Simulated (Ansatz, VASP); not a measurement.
**Two plane-wave programs on CaSe**

```
Ca Se
1.0
     0.00000    3.36537    3.36537
     3.36537    0.00000    3.36537
     3.36537    3.36537    0.00000
Ca Se
1 1
Direct
  0.00000 0.00000 0.00000
  0.75000 0.75000 0.75000
```

Alike in both runs: task single point; functional PBEsol; k mesh 6 × 6 × 6; occupations gaussian, width 0.02 eV; no spin polarisation.

|  | VASP | Ansatz |
| --- | --- | --- |
| version | VASP 6.6.1 | Ansatz 0.2.0 |
| potentials or method | VASP PAW PBE potentials, release 64 (Ca_sv, Se) | scalar-relativistic, plane waves, PAW |
| plane-wave cutoff (eV) | 520 | 420 |
| valence electrons in the cell | 16 | 26 |

```csv
,VASP,Ansatz,Ansatz less VASP
gap on the k mesh at the Fermi level (eV),2.83,2.83,-0.001
least direct gap on the mesh (eV),2.90,2.90,-0.002
pressure (GPa),-2.8,-2.9,-0.09
```

With one functional, cell and mesh, what is left measures potentials, basis and numerics. The two sets of potentials don't hold the same shells in valence.

Caveats: the PAW data sets were made with another functional, which shifts forces and pressure a little (VASP). A k mesh can miss the band edges.
